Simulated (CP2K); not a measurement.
# O (P-1) in CP2K: convergence with k mesh

Aim: find how far k mesh must go before the results for O settle, at RPBE. This setting moves, with any that are tied to it; all else stays.

Everything below comes from runs of CP2K 2026.2. Logs are shortened: lines on timing, memory, paths and dates and some standing lists are left out, and cuts for length are marked.

## 1. The cell of the first run

The typed cell holds 2 atoms: a = 4.203 Å, b = 4.203 Å, c = 4.203 Å, α = 46.97°, β = 46.97°, γ = 46.97°.

The real solid is made of molecules; this cell is a model form.

The cell isn't the ideal one: atoms moved at random, drawn with an rms of 0.15 Å.

## 2. With k mesh 3 × 3 × 3

File o_converge.inp:

```
&GLOBAL
  PROJECT o_converge
  RUN_TYPE ENERGY_FORCE
  PRINT_LEVEL LOW
&END GLOBAL
&FORCE_EVAL
  METHOD QS
  STRESS_TENSOR ANALYTICAL
  &DFT
    BASIS_SET_FILE_NAME BASIS_MOLOPT_UZH
    POTENTIAL_FILE_NAME POTENTIAL_UZH
    &MGRID
      CUTOFF 600
      REL_CUTOFF 60
      NGRIDS 5
    &END MGRID
    &QS
      METHOD GPW
      EPS_DEFAULT 1.0E-9
    &END QS
    &KPOINTS
      SCHEME MONKHORST-PACK 3 3 3
      GAMMA_CENTERED T
      SYMMETRY T
      SYMMETRY_BACKEND SPGLIB
    &END KPOINTS
    &SCF
      SCF_GUESS ATOMIC
      EPS_SCF 1.0E-6
      MAX_SCF 100
      ADDED_MOS 10
      CHOLESKY OFF
      EPS_EIGVAL 1.0E-7
      &DIAGONALIZATION ON
        ALGORITHM STANDARD
      &END DIAGONALIZATION
      &MIXING ON
        METHOD BROYDEN_MIXING
        ALPHA 0.4
        BETA 1.5
        NBUFFER 8
      &END MIXING
      &SMEAR ON
        METHOD FERMI_DIRAC
        ELECTRONIC_TEMPERATURE 1160.45
      &END SMEAR
    &END SCF
    &XC
      &XC_FUNCTIONAL
        &GGA_X_RPBE
        &END GGA_X_RPBE
        &GGA_C_PBE
        &END GGA_C_PBE
      &END XC_FUNCTIONAL
    &END XC
    &PRINT
      &KPOINTS ON
      &END KPOINTS
      &MULLIKEN ON
      &END MULLIKEN
      &MO ON
        ENERGIES T
        OCCUPATION_NUMBERS T
        &EACH
          QS_SCF 0
        &END EACH
        ADD_LAST NUMERIC
      &END MO
    &END PRINT
  &END DFT
  &SUBSYS
    &CELL
      A 4.2033820995 0.0000000000 0.0000000000
      B 2.8685282043 3.0724529313 0.0000000000
      C 2.8685282043 1.2462570241 2.8083465678
      PERIODIC XYZ
    &END CELL
    &COORD
      O   0.5700230337 0.2384383058 0.0786112371
      O   9.2541460858 4.0328637619 2.6936845858
    &END COORD
    &KIND O
      BASIS_SET TZVP-MOLOPT-PBE-GTH-q6
      POTENTIAL GTH-PBE-q6
    &END KIND
    &PRINT
      &ATOMIC_COORDINATES ON
      &END ATOMIC_COORDINATES
      &CELL ON
      &END CELL
    &END PRINT
  &END SUBSYS
  &PRINT
    &FORCES ON
    &END FORCES
    &STRESS_TENSOR ON
    &END STRESS_TENSOR
  &END PRINT
&END FORCE_EVAL
```

Potentials or basis: POTENTIAL_UZH O GTH-PBE-q6; TZVP-MOLOPT-PBE-GTH basis.

Command:

```bash
> OMP_NUM_THREADS=1 cp2k.psmp -i o_converge.inp -o o_converge.out
```

o_converge.out:

```text

 CP2K| version string:                                       CP2K version 2026.2
 CP2K| Input file name                                            o_converge.inp

 GLOBAL| Force Environment number                                              1
 GLOBAL| Basis set file name                                    BASIS_MOLOPT_UZH
 GLOBAL| Potential file name                                       POTENTIAL_UZH
 GLOBAL| MM Potential file name                                     MM_POTENTIAL
 GLOBAL| Coordinate file name                                      __STD_INPUT__
 GLOBAL| Method name                                                        CP2K
 GLOBAL| Project name                                                 o_converge
 GLOBAL| Run type                                                   ENERGY_FORCE
 GLOBAL| FFT library                                                       FFTW3
[... 8 lines left out ...]
 GLOBAL| CPU model name                                                  UNKNOWN

 CELL| Volume [angstrom^3]:                                            36.268936
 CELL| Vector a [angstrom]:       4.203     0.000     0.000   |a| =     4.203382
 CELL| Vector b [angstrom]:       2.869     3.072     0.000   |b| =     4.203382
 CELL| Vector c [angstrom]:       2.869     1.246     2.808   |c| =     4.203382
 CELL| Angle (b,c), alpha [degree]:                                    46.965911
 CELL| Angle (a,c), beta  [degree]:                                    46.965911
 CELL| Angle (a,b), gamma [degree]:                                    46.965911
 CELL| Numerically orthorhombic:                                              NO
 CELL| Periodicity                                                           XYZ

 CELL_REF| Volume [angstrom^3]:                                        36.268936
 CELL_REF| Vector a [angstrom     4.203     0.000     0.000   |a| =     4.203382
 CELL_REF| Vector b [angstrom     2.869     3.072     0.000   |b| =     4.203382
 CELL_REF| Vector c [angstrom     2.869     1.246     2.808   |c| =     4.203382
 CELL_REF| Angle (b,c), alpha [degree]:                                46.965911
 CELL_REF| Angle (a,c), beta  [degree]:                                46.965911
 CELL_REF| Angle (a,b), gamma [degree]:                                46.965911
 CELL_REF| Numerically orthorhombic:                                          NO
 CELL_REF| Periodicity                                                       XYZ
[... 9 lines left out ...]
 TOTAL NUMBERS AND MAXIMUM NUMBERS

  Total number of            - Atomic kinds:                                   1
                             - Atoms:                                          2
                             - Shell sets:                                     2
                             - Shells:                                        14
                             - Primitive Cartesian functions:                 10
                             - Cartesian basis functions:                     36
                             - Spherical basis functions:                     34

  Maximum angular momentum of- Orbital basis functions:                        2
                             - Local part of the GTH pseudopotential:          2
                             - Non-local part of the GTH pseudopotential:      0

 MODULE QUICKSTEP: ATOMIC COORDINATES IN ANGSTROM

   Atom Kind Element         X             Y             Z       Z(eff)     Mass
      1    1 O     8      0.570023      0.238438      0.078611   6.0000  15.9994
      2    1 O     8      9.254146      4.032864      2.693685   6.0000  15.9994

 SCF PARAMETERS         Density guess:                                    ATOMIC
                        --------------------------------------------------------
                        max_scf:                                             100
[... 39 lines left out ...]
 BRILLOUIN|     6           0.07407       -0.33333        0.00000        0.33333
 BRILLOUIN|     7           0.07407       -0.33333        0.33333       -0.33333
 BRILLOUIN|     8           0.07407       -0.33333        0.33333        0.00000
 BRILLOUIN|     9           0.07407       -0.33333        0.33333        0.33333
 BRILLOUIN|    10           0.07407        0.00000       -0.33333       -0.33333
 BRILLOUIN|    11           0.07407        0.00000       -0.33333        0.00000
 BRILLOUIN|    12           0.07407        0.00000       -0.33333        0.33333
 BRILLOUIN|    13           0.07407        0.00000        0.00000       -0.33333
 BRILLOUIN|    14           0.03704        0.00000        0.00000        0.00000
 *******************************************************************************

 Extrapolation method: initial_guess

 Number of electrons:                                                         12
 Number of occupied orbitals:                                                  6
 Number of molecular orbitals:                                                16

 Number of orbital functions:                                                 34
 Number of independent orbital functions:                                     34

 SCF WAVEFUNCTION OPTIMIZATION

  Step     Update method      Time    Convergence         Total energy    Change
  ------------------------------------------------------------------------------
     1 NoMix/Diag. 0.40E+00    0.3     0.59900531       -31.8738151314 -3.19E+01
     2 Broy./Diag. 0.40E+00    0.4     0.01355747       -31.6941432122  1.80E-01
     3 Broy./Diag. 0.40E+00    0.4     0.02111197       -31.8653248203 -1.71E-01
     4 Broy./Diag. 0.40E+00    0.4     0.00318774       -31.9419767824 -7.67E-02
     5 Broy./Diag. 0.40E+00    0.4     0.00105843       -31.9183197392  2.37E-02
     6 Broy./Diag. 0.40E+00    0.4     0.00135087       -31.9180588506  2.61E-04
     7 Broy./Diag. 0.40E+00    0.4     0.00055512       -31.9235587872 -5.50E-03
     8 Broy./Diag. 0.40E+00    0.4     0.00040671       -31.9252803266 -1.72E-03
     9 Broy./Diag. 0.40E+00    0.4     0.00012223       -31.9240346404  1.25E-03
    10 Broy./Diag. 0.40E+00    0.4     0.00010612       -31.9226318704  1.40E-03
    11 Broy./Diag. 0.40E+00    0.4     0.00002546       -31.9227367420 -1.05E-04
    12 Broy./Diag. 0.40E+00    0.5     0.00000612       -31.9229733447 -2.37E-04
    13 Broy./Diag. 0.40E+00    0.4     0.00000509       -31.9229229934  5.04E-05
    14 Broy./Diag. 0.40E+00    0.4     0.00000179       -31.9228882840  3.47E-05
    15 Broy./Diag. 0.40E+00    0.4     0.00000051       -31.9228925793 -4.30E-06

  *** SCF run converged in    15 steps ***

  Electronic density on regular grids:        -11.9999999797        0.0000000203
  Core density on regular grids:               11.9999999976       -0.0000000024
  Total charge density on r-space grids:        0.0000000179
  Total charge density g-space grids:           0.0000000179

  Overlap energy of the core charge distribution:               0.00000000000078
  Self energy of the core charge distribution:                -83.08333508732390
  Core Hamiltonian energy:                                     22.92765362365621
  Hartree energy:                                              34.97443765361070
  Exchange-correlation energy:                                 -6.73592422954628
  Electronic entropic energy:                                  -0.00572454410000
  Fermi energy:                                                -0.07860830105832

  Total energy:                                               -31.92289257930630
  Total energy (extrapolated to T->0):                        -31.92003030725630

 MO| EIGENVALUES AND OCCUPATION NUMBERS FOR K POINT 1
 MO|
 MO|  Index      Eigenvalue [a.u.]        Eigenvalue [eV]             Occupation
 MO|      1              -0.911704             -24.808726               2.000000
 MO|      2              -0.603840             -16.431316               2.000000
 MO|      3              -0.285092              -7.757742               2.000000
 MO|      4              -0.230744              -6.278873               2.000000
 MO|      5              -0.230674              -6.276967               2.000000
 MO|      6              -0.067461              -1.835696               0.091875
[... 284 lines left out ...]
 MO|      5              -0.227395              -6.187721               2.000000
 MO|      6              -0.071714              -1.951430               0.265673
[... 8 lines left out ...]
 MO|     15               1.031191              28.060125               0.000000
 MO|     16               1.122108              30.534098               0.000000
 MO| Sum:                                                              10.460021
 MO| E(Fermi):           -0.078608 a.u.         -2.139041 eV

 !-----------------------------------------------------------------------------!
                     Mulliken Population Analysis

 #  Atom  Element  Kind  Atomic population                           Net charge
       1     O        1          5.999993                              0.000007
       2     O        1          6.000007                             -0.000007
 # Total charge                             12.000000                 -0.000000

 !-----------------------------------------------------------------------------!

 ENERGY| Total FORCE_EVAL ( QS ) energy [hartree]            -31.922892222391525

 FORCES| Atomic forces [hartree/bohr]
 FORCES|   Atom     x               y               z               |f|
 FORCES|      1 -1.03811065E-01 -4.24403980E-02 -1.34308319E-02   1.12952697E-01
 FORCES|      2  1.03443787E-01  4.32794037E-02  1.34174560E-02   1.12932510E-01
 FORCES| Sum    -3.67278356E-04  8.39005651E-04 -1.33758802E-05
 FORCES| Total atomic force                                       9.15970953E-04

 STRESS| Analytical stress tensor [bar]
 STRESS|                        x                   y                   z
 STRESS|      x       -2.90040669554E+05  -1.15081079699E+05  -3.44767751221E+04
 STRESS|      y       -1.15081079699E+05  -5.99096434317E+04  -1.36558202910E+04
 STRESS|      z       -3.44767751221E+04  -1.36558202910E+04  -1.66782954813E+04
 STRESS| 1/3 Trace                                            -1.22209536156E+05
 STRESS| Determinant                                          -5.19880172004E+13

 STRESS| Eigenvectors and eigenvalues of the analytical stress tensor [bar]
 STRESS|                        1                   2                   3
 STRESS| Eigenvalues  -3.41940118782E+05  -1.29290644194E+04  -1.17594252655E+04
 STRESS|      x           0.917997724968      0.163921942113     -0.361122934537
 STRESS|      y           0.380068332230     -0.623690243665      0.683050907907
 STRESS|      z           0.113261819648      0.764290570955      0.634847763924
```

Run time: 7.7 s. Hardware: 1 thread of Arm Neoverse V1, shared host; peak memory 0.31 GiB.

Results:

```yaml
Free_energy: -868.6661 eV
Pressure: -12.2 GPa
Largest_force: 5.808 eV/Å
Band_gap_on_the_k_mesh: none (metal or under the smearing width)
```

## 3. With k mesh 4 × 4 × 4

o_converge.inp, as its differences from that of step 2:

```diff
@@ -21,3 +21,3 @@
     &KPOINTS
-      SCHEME MONKHORST-PACK 3 3 3
+      SCHEME MONKHORST-PACK 4 4 4
       GAMMA_CENTERED T
```

Potentials or basis: POTENTIAL_UZH O GTH-PBE-q6; TZVP-MOLOPT-PBE-GTH basis.

Command:

```bash
> OMP_NUM_THREADS=1 cp2k.psmp -i o_converge.inp -o o_converge.out
```

Run time: 8.4 s. Hardware: 1 thread of Arm Neoverse V1, shared host; peak memory 0.31 GiB.

Results:

```
Free energy            : -868.6597 eV
Pressure               : -12.1 GPa
Largest force          : 5.785 eV/Å
Band gap on the k mesh : none (metal or under the smearing width)
```

## 4. With k mesh 5 × 5 × 5

o_converge.inp, as its differences from that of step 3:

```diff
@@ -21,3 +21,3 @@
     &KPOINTS
-      SCHEME MONKHORST-PACK 4 4 4
+      SCHEME MONKHORST-PACK 5 5 5
       GAMMA_CENTERED T
```

Command:

```bash
> OMP_NUM_THREADS=1 cp2k.psmp -i o_converge.inp -o o_converge.out
```

Wall time 9.3 s (1 thread of Arm Neoverse V1, shared host); peak memory 0.32 GiB.

Results:

```
Free energy            : -868.6619 eV
Pressure               : -12.1 GPa
Largest force          : 5.788 eV/Å
Band gap on the k mesh : none (metal or under the smearing width)
```

## 5. With k mesh 7 × 7 × 7

o_converge.inp, as its differences from that of step 4:

```diff
@@ -21,3 +21,3 @@
     &KPOINTS
-      SCHEME MONKHORST-PACK 5 5 5
+      SCHEME MONKHORST-PACK 7 7 7
       GAMMA_CENTERED T
```

Command:

```bash
> OMP_NUM_THREADS=1 cp2k.psmp -i o_converge.inp -o o_converge.out
```

Wall time 13 s (1 thread of Arm Neoverse V1, shared host); peak memory 0.32 GiB.

What came out:

- Free energy: -868.6621 eV
- Pressure: -12.1 GPa
- Largest force: 5.790 eV/Å
- Band gap on the k mesh: none (metal or under the smearing width)

## 6. With k mesh 8 × 8 × 8

o_converge.inp, as its differences from that of step 5:

```diff
@@ -21,3 +21,3 @@
     &KPOINTS
-      SCHEME MONKHORST-PACK 7 7 7
+      SCHEME MONKHORST-PACK 8 8 8
       GAMMA_CENTERED T
```

Potentials or basis: POTENTIAL_UZH O GTH-PBE-q6; TZVP-MOLOPT-PBE-GTH basis.

Command:

```bash
> OMP_NUM_THREADS=1 cp2k.psmp -i o_converge.inp -o o_converge.out
```

It took 16 s on 1 thread of Arm Neoverse V1, shared host; peak memory 0.33 GiB.

Results (log left out):

```
Free energy            : -868.6621 eV
Pressure               : -12.1 GPa
Largest force          : 5.789 eV/Å
Band gap on the k mesh : none (metal or under the smearing width)
```

## 7. With k mesh 9 × 9 × 9

o_converge.inp, as its differences from that of step 6:

```diff
@@ -21,3 +21,3 @@
     &KPOINTS
-      SCHEME MONKHORST-PACK 8 8 8
+      SCHEME MONKHORST-PACK 9 9 9
       GAMMA_CENTERED T
```

Command:

```bash
> OMP_NUM_THREADS=1 cp2k.psmp -i o_converge.inp -o o_converge.out
```

Run time: 19 s. Hardware: 1 thread of Arm Neoverse V1, shared host; peak memory 0.34 GiB.

Results (log left out):

```
Free energy            : -868.6621 eV
Pressure               : -12.1 GPa
Largest force          : 5.789 eV/Å
Band gap on the k mesh : none (metal or under the smearing width)
```

## 8. With k mesh 12 × 12 × 12

o_converge.inp, as its differences from that of step 7:

```diff
@@ -21,3 +21,3 @@
     &KPOINTS
-      SCHEME MONKHORST-PACK 9 9 9
+      SCHEME MONKHORST-PACK 12 12 12
       GAMMA_CENTERED T
```

Command:

```bash
> OMP_NUM_THREADS=1 cp2k.psmp -i o_converge.inp -o o_converge.out
```

Run time: 37 s. Hardware: 1 thread of Arm Neoverse V1, shared host; peak memory 0.38 GiB.

It converged, with:

- Free energy: -868.6621 eV
- Pressure: -12.1 GPa
- Largest force: 5.789 eV/Å
- Band gap on the k mesh: none (metal or under the smearing width)

## 9. The series at a glance

```
      k mesh  energy less the tightest run, at zero smearing (meV/atom)  pressure (GPa)  largest force (eV/Å)  SCF cycles  CPU time (s)  peak memory (GiB)
   3 × 3 × 3                                                      -3.43          -12.22                 5.808          15           7.7               0.31
   4 × 4 × 4                                                       2.05          -12.09                 5.785          15           8.4               0.31
   5 × 5 × 5                                                       0.15          -12.13                 5.788          15           9.3               0.32
   7 × 7 × 7                                                       0.02          -12.13                 5.790          15            13               0.32
   8 × 8 × 8                                                       0.02          -12.13                 5.789          15            16               0.33
   9 × 9 × 9                                                       0.00          -12.13                 5.789          15            19               0.34
12 × 12 × 12                                                       0.00          -12.13                 5.789          15            37               0.38
```

Against the tightest run, the energy stays within 1 meV/atom from 5 × 5 × 5 on; the pressure stays within 0.1 GPa from 3 × 3 × 3 on; the largest force stays within 0.005 eV/Å from 4 × 4 × 4 on. Meshes of other sizes hit other points, so gaps and Fermi surfaces needn't settle smoothly. The tightest run that finished is the yardstick and may itself not be fully converged.

Caveats: spin is off for a triplet molecule; the potentials were made for another functional, which shifts forces and pressure; the basis of atomic orbitals isn't converged, which shifts pressures, moduli and gaps.
